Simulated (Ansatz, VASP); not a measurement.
**Cu in VASP and in Ansatz**

File INCAR:

```
SYSTEM = Cu
ALGO = Fast
EDIFF = 1E-6
ENCUT = 500
GGA = PS
ISIF = 2
ISMEAR = 0
LASPH = .True.
LCHARG = .True.
LELF = .True.
LREAL = .False.
LVHAR = .True.
LWAVE = .False.
NELM = 80
PREC = Accurate
SIGMA = 0.1
```

KPOINTS

```
k-points
0
Gamma
  13 13 13
  0 0 0
```

POSCAR

```
Cu
1.0
    0.0000000000      1.8075000000      1.8075000000
    1.8075000000      0.0000000000      1.8075000000
    1.8075000000      1.8075000000      0.0000000000
Cu
1
Direct
    0.0000000000      0.0000000000      0.0000000000
```

File input.yaml:

```yaml
crystal:
  lattice:
    - [0.0, 1.8075, 1.8075]
    - [1.8075, 0.0, 1.8075]
    - [1.8075, 1.8075, 0.0]
  atoms:
    - { symbol: Cu, position: [0.0, 0.0, 0.0] }
hamiltonian:
  xc: pbesol
  pseudopotentials: { kind: paw }
kpoints:
  mp_grid: { grid: [13, 13, 13] }
scf:
  occupations: { method: gaussian, width: 0.1 }
output:
  forces: true
  stress: true
  eigenvalues: true
  write_density: true
  write_potential: true
  elf: true
  volumetric_format: npy
```

Alike in both runs: task single point; functional PBEsol; k mesh 13 × 13 × 13; occupations gaussian, width 0.1 eV; no spin polarisation.

|  | VASP | Ansatz |
| --- | --- | --- |
| version | VASP 6.6.1 | Ansatz 0.2.0 |
| potentials or method | VASP PAW PBE potentials, release 64 (Cu) | Ansatz PAW |
| plane-wave cutoff (eV) | 500 | 420 |
| valence electrons in the cell | 11 | 19 |

Ansatz gave:

| Item | Value |
| --- | --- |
| gap on the k mesh at the Fermi level (eV) | none |
| pressure (GPa) | -6.6 |

Problem. Which values does VASP return?

Solution. gap on the k mesh at the Fermi level (eV): none; pressure (GPa): -5.5.

A gap of «none» marks a metal or a gap that the smearing closes. The two sets of potentials don't hold the same shells in valence.

Caveats: the PAW data sets were made with another functional, which shifts forces and pressure a little (VASP); the PAW data sets come from PBE, with cores solved anew for the run's functional, which leaves a small shift of forces and pressure (Ansatz).
